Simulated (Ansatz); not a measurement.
# KNbO3 (Pm-3m): equation of state

An exercise on one series of results from a longer session: the logs are not shown, and one member is left open.

Computed with Ansatz 0.2.0 (DFT r²SCAN, scalar-relativistic, plane waves, PAW, unless a step's input says otherwise).

### The structure to begin with

The structure is cubic, space group Pm-3m (No. 221). The conventional cell has a = 3.996 Å, b = 3.996 Å, c = 3.996 Å, α = 90.00°, β = 90.00°, γ = 90.00°. K (site symmetry m-3m) is surrounded by 12 O at 2.83 Å. Nb (site symmetry m-3m) has 6 O at 2.00 Å as nearest neighbours. Around O (site symmetry 4/mmm) lie 2 Nb at 2.00 Å and 4 K at 2.83 Å.

As a file:

```cif
data_structure
_symmetry_space_group_name_H-M 'Pm-3m'
_symmetry_Int_Tables_number 221
_cell_length_a 3.9962
_cell_length_b 3.9962
_cell_length_c 3.9962
_cell_angle_alpha 90.000
_cell_angle_beta 90.000
_cell_angle_gamma 90.000
_cell_volume 63.82
loop_
_atom_site_label
_atom_site_type_symbol
_atom_site_symmetry_multiplicity
_atom_site_Wyckoff_symbol
_atom_site_fract_x
_atom_site_fract_y
_atom_site_fract_z
_atom_site_occupancy
K1 K 1 a 0.00000 0.00000 0.00000 1
Nb1 Nb 1 b 0.50000 0.50000 0.50000 1
O1 O 3 c 0.00000 0.50000 0.50000 1
```

This cell comes from an earlier session at r²SCAN: 12.764 Å³/atom at 0.00 GPa, on a 6×6×6 mesh.

Volume factors to run: 0.980, 1.020, 0.960, 1.040.

Set-up of the first run:

input.yaml

```yaml
crystal:
  lattice:
    - [3.9694184065, 0.0, 0.0]
    - [0.0, 3.9694184065, 0.0]
    - [0.0, 0.0, 3.9694184065]
  atoms:
    - { symbol: K, position: [0.0, 0.0, 0.0] }
    - { symbol: Nb, position: [0.5, 0.5, 0.5] }
    - { symbol: O, position: [0.0, 0.5, 0.5] }
    - { symbol: O, position: [0.5, 0.0, 0.5] }
    - { symbol: O, position: [0.5, 0.5, 0.0] }
basis:
  ecutwfc: 500
  ecutrho_ratio: 4
kpoints:
  mp_grid: { grid: [6, 6, 6] }
hamiltonian:
  xc: r2scan
scf:
  occupations: { method: gaussian, width: 0.05 }
output:
  forces: true
  stress: true
  eigenvalues: true
```

Started as:

```console
> ansatz run input.yaml --threads 2 --pin off --max-ram 5120MiB --backend cpu --events-out ev --progress --plain --runs-dir out
```

Steps of the session up to this table: Volume × 0.980; At 1.020 of the relaxed volume; Volume × 0.960; At 1.040 of the relaxed volume.

One table of the session follows, with a row left open; its other results are not shown here.

It belongs to the step «The fit». 

| volume (Å³/atom) | energy (meV/atom) | pressure (GPa) | gap (eV) |
| --- | --- | --- | --- |
| 12.253 | 13.41 | 8.73 | 2.04 |
| 12.509 | ? | ? | ? |
| 12.764 | 0.00 | 0.00 | 1.95 |
| 13.019 | 3.01 | -3.70 | 1.90 |
| 13.274 | 11.59 | -7.01 | 1.85 |

Estimate the missing values for volume (Å³/atom) = 12.509.

Worked estimate for «energy (meV/atom)». A straight line through the neighbours (12.253, 13.41) and (12.764, 0.00) gives 13.41 + (0.00 − 13.41) × (12.509 − 12.253) / (12.764 − 12.253) = 6.69; a parabola fitted to 3 rows on both sides gives 3.45.

The run gave: energy (meV/atom): 3.23; pressure (GPa): 4.13; gap (eV): 1.99. In «energy (meV/atom)» the line misses by +3.46 and the parabola by +0.22.
